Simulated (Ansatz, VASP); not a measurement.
One calculation of Cu3Au (Auricupride), two programs

The input INCAR:

```
SYSTEM = Cu3Au
ALGO = Fast
EDIFF = 1E-7
EDIFFG = -0.005
ENCUT = 600
GGA = PS
IBRION = 2
ISIF = 3
ISMEAR = 0
LASPH = .TRUE.
LCHARG = .FALSE.
LREAL = .FALSE.
LWAVE = .FALSE.
NELM = 60
NSW = 100
PREC = Accurate
SIGMA = 0.1
```

File KPOINTS:

```
k-points
0
G
  12 12 12
  0 0 0
```

Contents of POSCAR:

```
Cu3Au
1.0
    3.7400000000      0.0000000000      0.0000000000
    0.0000000000      3.7400000000      0.0000000000
    0.0000000000      0.0000000000      3.7400000000
Cu Au
3 1
Direct
    0.0000000000      0.5000000000      0.5000000000
    0.5000000000      0.0000000000      0.5000000000
    0.5000000000      0.5000000000      0.0000000000
    0.0000000000      0.0000000000      0.0000000000
```

Input for Ansatz:

```yaml
crystal:
  lattice:
    - [3.74, 0.0, 0.0]
    - [0.0, 3.74, 0.0]
    - [0.0, 0.0, 3.74]
  atoms:
    - { symbol: Cu, position: [0.0, 0.5, 0.5] }
    - { symbol: Cu, position: [0.5, 0.0, 0.5] }
    - { symbol: Cu, position: [0.5, 0.5, 0.0] }
    - { symbol: Au, position: [0.0, 0.0, 0.0] }
basis:
  ecutwfc: 420
kpoints:
  mp_grid: { grid: [12, 12, 12] }
hamiltonian:
  xc: pbesol
scf:
  occupations: { method: gaussian, width: 0.1 }
output:
  forces: true
  stress: true
  eigenvalues: true
  write_density: true
  write_potential: true
  elf: true
  volumetric_format: npy
relax:
  adjacent_minimum: "off"
  f_tol: 0.005
  max_steps: 80
  cell: { stress_tol: 0.05 }
```

Alike in both runs: task relaxation of cell and atoms; functional PBEsol; k mesh 12 × 12 × 12; occupations gaussian, width 0.1 eV; no spin polarisation.

```csv
,VASP,Ansatz
version,VASP 6.6.1,Ansatz 0.2.0
potentials or method,"VASP PAW PBE potentials, release 64 (Cu, Au)","scalar-relativistic, plane waves, PAW"
plane-wave cutoff (eV),600,420
valence electrons in the cell,44,76
```

|  | VASP | Ansatz | Ansatz less VASP |
| --- | --- | --- | --- |
| gap on the k mesh at the Fermi level, each at its own relaxed structure (eV) | none | none | - |
| relaxed volume (Å³/atom) | 12.82 | 12.79 | -0.028 |
| relaxed cell length with the largest relative difference (Å) | 3.716 | 3.713 | -0.0027 |
| energy change over the relaxation (meV/atom) | -2 | -3 | -0.7 |

A gap of «none» marks a metal or a gap that the smearing closes. The two sets of potentials don't hold the same shells in valence.

Caveats: the PAW data sets were made with another functional, which shifts forces and pressure a little (VASP). Spin-orbit coupling is left out, which matters for the levels of Au.
